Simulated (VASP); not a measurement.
Cs2SnI6, 9 atoms in the cell. Symmetry: Fm-3m, No. 225, cubic system. The conventional cell has a = 11.628 Å, b = 11.628 Å, c = 11.628 Å, α = 90.00°, β = 90.00°, γ = 90.00°. Cs (site symmetry -43m) has 12 I at 4.11 Å as nearest neighbours. Sn (site symmetry m-3m) is surrounded by 6 I at 2.85 Å. I (site symmetry 4mm) has 1 Sn at 2.85 Å as nearest neighbours. 

```yaml
Program: VASP 6.6.1
Task: relaxation of cell and atoms
Functional: PBEsol
Potentials_or_basis: VASP PAW PBE potentials, release 64 (Cs_sv, Sn_d, I)
Cutoff: 600 eV
k_mesh: 6 × 6 × 6
Occupations: gaussian, width 0.03 eV
Spin: no spin polarisation
Further_INCAR_settings: ALGO = Normal; EDIFF = 1e-06; IBRION = 2; EDIFFG = -0.01; NSW = 90; ISIF = 3
```

Potentials or basis: VASP PAW PBE potentials, release 64 (Cs_sv, Sn_d, I).

Launch:

```bash
$ cat potpaw_PBE.64/Cs_sv/POTCAR potpaw_PBE.64/Sn_d/POTCAR potpaw_PBE.64/I/POTCAR > POTCAR
$ mpirun -np 4 vasp_std > vasp.out
```

Hardware: 4 MPI ranks on Intel(R) Xeon(R) 6975P-C (Granite Rapids), with other jobs on the host.

Question: How long does it take, and how much memory?

Answer: Wall time 5.9 min on 4 MPI ranks on Intel(R) Xeon(R) 6975P-C (Granite Rapids), on a shared host, peak memory 0.97 GiB a rank. Counts: scf iterations 42, k points 16, ion steps 5.
